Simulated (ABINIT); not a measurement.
Wanted: the native input for an ABINIT 10.8.3 (patched build) run.

```
Task                : equation of state
Functional          : PBE
Potentials or basis : JTH PAW PBE v2.0
Cutoff              : 408 eV
k mesh              : 9 × 9 × 2
Occupations         : fermi-dirac, width 0.05 eV
Spin                : no spin polarisation
Fine-grid cutoff    : 816.342 eV
```

Te2Mo:

```
CELL_PARAMETERS angstrom
3.51820 0.00000 0.00000
-1.75910 3.04685 0.00000
0.00000 0.00000 13.97360
ATOMIC_POSITIONS crystal
Te 0.66667 0.33333 0.37900
Te 0.33333 0.66667 0.87900
Te 0.66667 0.33333 0.12100
Te 0.33333 0.66667 0.62100
Mo 0.66667 0.33333 0.75000
Mo 0.33333 0.66667 0.25000
```

These files were run (other wordings do the same):

run.abi

```
# Datasets: one volume each
ndtset 7
getwfk -1
scalecart1 3*0.9795861087
scalecart2 3*0.9864848297
scalecart3 3*0.9932883884
scalecart4 3*1.0000000000
scalecart5 3*1.0066227096
scalecart6 3*1.0131594038
scalecart7 3*1.0196128224

# Pseudopotentials
pp_dirpath "./"
pseudos "Te.GGA_PBE-JTH.xml, Mo.GGA_PBE-JTH.xml"

# Structure
acell 6.6484344517 6.6484344517 26.4062769751
rprim
     1.0000000000     0.0000000000     0.0000000000
    -0.5000000000     0.8660254038     0.0000000000
     0.0000000000     0.0000000000     1.0000000000
ntypat 2
znucl 52 42
natom 6
typat 1 1 1 1 2 2
xred
     0.6666666667     0.3333333333     0.3790000000
     0.3333333333     0.6666666667     0.8790000000
     0.6666666667     0.3333333333     0.1210000000
     0.3333333333     0.6666666667     0.6210000000
     0.6666666667     0.3333333333     0.7500000000
     0.3333333333     0.6666666667     0.2500000000

# Plane-wave basis
ecut 15.0
pawecutdg 30.0
pawxcdev 0

# k points
kptopt 1
ngkpt 9 9 2
nshiftk 1
shiftk 0.0 0.0 0.0

# Exchange and correlation
ixc 11

# Bands and occupations
nband 32
occopt 3
tsmear 0.05 eV

# SCF cycle
nstep 100
tolvrs 1.0e-9

# Output
iomode 3
prtwf 1
prtden 0
prteig 0
prtebands 0
```

Potentials or basis: JTH PAW PBE v2.0.

Command:

```bash
$ abinit run.abi > log 2>&1
```

It gave:

The equilibrium volume is 25.92 Å³/atom. The bulk modulus at fixed shape and positions is 93 GPa and the pressure derivative of the bulk modulus is 5.1.

Caveat: pressures at fixed basis lie under the slope of the energies; the cell was scaled at fixed shape and fractional positions, which overstates the stiffness of a crystal with free parameters, most of all of layers and chains; this functional lacks dispersion, which binds the layers, so the pressure and a relaxed spacing across them are unreliable.

Run time: 11 min on 1 thread of Arm Neoverse V1, with other jobs on the host, peak memory 0.23 GiB.
